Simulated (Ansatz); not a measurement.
Relaxed-ion elastic tensor of BeO (wurtzite, P6_3mc) in GPa (Voigt order), PBEsol (plane waves, PAW; program Ansatz); density 3.02 g/cm³, 6.87 Å³ per atom.

```
 437   125  89.7   0.0   0.0   0.0
 125   437  89.7   0.0   0.0   0.0
89.7  89.7   475   0.0   0.0   0.0
 0.0   0.0   0.0   138   0.0   0.0
 0.0   0.0   0.0   0.0   138   0.0
 0.0   0.0   0.0   0.0   0.0   156
```

Is the crystal mechanically stable?

Yes: the smallest eigenvalue of C is 138 GPa.

Work out the Voigt, Reuss and Hill averages.

K_V = 218, K_R = 218, K_H = 218; G_V = 156, G_R = 153, G_H = 155 GPa.

Give Young's modulus, Poisson's ratio, Pugh's ratio and the universal anisotropy index.

E = 9KG/(3K + G) = 375 GPa; ν = 0.21; K/G = 1.41 (brittle by the Pugh limit of 1.75); A_U = 5G_V/G_R + K_V/K_R − 6 = 0.08.

Estimate the sound speeds and the Debye temperature.

v_l = √((K + 4G/3)/ρ) = 11800 m/s, v_t = √(G/ρ) = 7150 m/s, mean 7900 m/s; Θ = (h/k)(3n/4πV)^(1/3) v_m = 1240 K.

Solve the Christoffel equation for the three sound speeds along x, y, z.

Eigenvalues of C_ijkl n_j n_l equal ρv² (piezoelectric stiffening left out). In km/s, slowest first: x 6.74, 7.18, 12.02; y 6.74, 7.18, 12.02; z 6.74, 6.74, 12.53.

How much does each axis shrink under pressure?

Linear compressibilities β_i = Σ_j S_ij (j = 1 to 3): x 1.5, y 1.5, z 1.5 per TPa.

The cell was relaxed with PBEsol under the symmetry of its start; phonons on a q-mesh show no instability.

Potentials: the later of the program's two PAW sets.
